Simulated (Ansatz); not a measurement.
**Polymorphs of Cd₄Te**

Level of theory: DFT PBE, scalar-relativistic, plane waves, PAW in Ansatz. All cells share a 420 eV cutoff and Γ-centred k meshes spaced at most about 0.3 Å⁻¹ (about 0.25 or finer for metals, 2π included). No spin polarisation.

Formation energies are uncorrected and refer to the elements' standard structures at the same level.

All energies are static (0 K, no zero-point motion). Only the structures computed here compete, so a lower one can exist. Spin–orbit coupling, which can matter for Te, is left out. The reference form of Te is held partly by dispersion forces, which this level lacks.

Invented guesses were relaxed alike, and ends that match in structure were merged. ΔE counts from the first row. Coordination counts Cd atoms around Te (those within 1.25 times the shortest such distance or 1.15 times the sum of covalent radii; a plus sign parts nearer from farther groups; the shortest distance is added where it is long for a bond). The ends were matched against large subsets of the Crystallography Open Database and the Materials Project, so a missing match doesn't prove that a structure is unreported.

| # | reached from | type and space group | atoms | Å³/atom | coordination | ΔE (meV/atom) | gap on mesh (eV) | in databases |
| --- | --- | --- | --- | --- | --- | --- | --- | --- |
| 1 | LuAg4 type (I4/m) | I4/m (No. 87) | 5 | 25.3 | Te 12 | 0 | 0.00 | no match |
| 2 | random cell | F-43m (No. 216) | 5 | 30.5 | Te 12 from 3.5 Å | 103 | 0.00 | no match |
| 3 | Mn4N type (Pm-3m) | Pm-3m (No. 221) | 5 | 32.1 | Te 12+8 from 3.8 Å | 225 | 0.00 | no match |
| 4 | Hg4Pt type (Im-3m) | Im-3m (No. 229) | 5 | 33.7 | Te 8 | 247 | 0.00 | no match |
| 5 | random cell | Pm-3m (No. 221) | 5 | 39.4 | Te 6 | 315 | 0.00 | no match |

The lowest: Space group I4/m (No. 87), tetragonal, a = 7.608 Å, c = 4.377 Å. Cd is surrounded by 7 Cd at 3.19–3.29 Å, 3 Te at 3.30–3.37 Å and 2 Cd at 3.50 Å; Te has 12 Cd at 3.30–3.37 Å. Its energy over the elements is +0.06 eV/atom. A positive value: parting into the elements would lower its energy. An observed structure of this formula, if there is one, may be missing.

Space group I4/m (No. 87). a = 7.608 Å, b = 7.608 Å, c = 4.377 Å, α = 90.00°, β = 90.00°, γ = 90.00°
```csv
atom,site,symmetry,x,y,z
Cd,8h,m..,0.1911,0.6007,0.0000
Te,2a,4/m..,0.0000,0.0000,0.0000
```

The second: Space group F-43m (No. 216), cubic, a = 8.478 Å. Cd is surrounded by 6 Cd at 3.00 Å and 3 Te at 3.52 Å; Te has 12 Cd at 3.52 Å. Counting Cd atoms around Te, the first has Te 12 and the second has Te 12 from 3.5 Å. Cells relaxed within their symmetry can be saddle points.

```
CELL_PARAMETERS angstrom
0.00000 4.23925 4.23925
4.23925 0.00000 4.23925
4.23925 4.23925 0.00000
ATOMIC_POSITIONS crystal
Cd 0.87513 0.37496 0.37496
Cd 0.37496 0.87513 0.37496
Cd 0.37496 0.37496 0.87513
Cd 0.37496 0.37496 0.37496
Te 0.75000 0.75000 0.75000
```

Some structure types and database cells were kept out of the candidates from the start, so a known form may be missing.
